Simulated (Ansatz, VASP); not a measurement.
One calculation of GaP, two programs

Contents of INCAR:

```
ALGO = Normal ; EDIFF = 1E-6
ENCUT = 520 ; GGA = PS
ISIF = 2 ; ISMEAR = 0
LASPH = T ; LCHARG = F
LREAL = F ; LWAVE = F
NBANDS = 26 ; NELM = 60
PREC = Accurate ; SIGMA = 0.01
```

Contents of KPOINTS:

```
k-points
0
Gamma
  2 2 2
```

The input POSCAR:

```
GaP
1.0
    1.9430151800      1.1218003300      6.4308101000
   -1.9430151800      1.1218003300      6.4308101000
    0.0000000000     -2.2436006700      6.4308101000
Ga P
2 2
Direct
    0.4353720004      0.4353720004      0.4353719985
    0.5646280011      0.5646280011      0.5646279986
    0.0573890000      0.0573890000      0.0573889997
    0.9426110015      0.9426110015      0.9426109973
```

Input for Ansatz:

```yaml
crystal:
  lattice:
    - [1.94301518, 1.12180033, 6.4308101]
    - [-1.94301518, 1.12180033, 6.4308101]
    - [0.0, -2.24360067, 6.4308101]
  atoms:
    - { symbol: Ga, position: [0.43537200040987184, 0.43537200040987184, 0.43537199846936603] }
    - { symbol: Ga, position: [0.5646280010758352, 0.5646280010758352, 0.5646279985592196] }
    - { symbol: P, position: [0.05738899995636813, 0.05738899995636813, 0.0573889997005784] }
    - { symbol: P, position: [0.942611001529339, 0.942611001529339, 0.9426109973280075] }
kpoints:
  mp_grid:
    grid: [2, 2, 2]
hamiltonian:
  xc: pbesol
scf:
  occupations:
    method: fixed
output:
  eigenvalues: true
```

Measurements of this composition are mostly on another form, of space group No. 216.

Alike in both runs: task single point; functional PBEsol; k mesh 2 × 2 × 2; no spin polarisation.

|  | VASP | Ansatz |
| --- | --- | --- |
| version | VASP 6.6.1 | Ansatz 0.2.0 |
| potentials or method | VASP PAW PBE potentials, release 64 (Ga_d, P) | plane waves, PAW |
| plane-wave cutoff (eV) | 520 | 420 |
| occupations | gaussian, width 0.01 eV | fixed |
| valence electrons in the cell | 36 | 36 |

Ansatz gave:

- gap on the k mesh at the Fermi level (eV): 0.66

What did VASP give for the same quantities?

gap on the k mesh at the Fermi level (eV): 0.67.

Caveats: the k mesh is coarse (spacing up to 0.95 Å⁻¹), so the values aren't converged. A k mesh can miss the band edges.
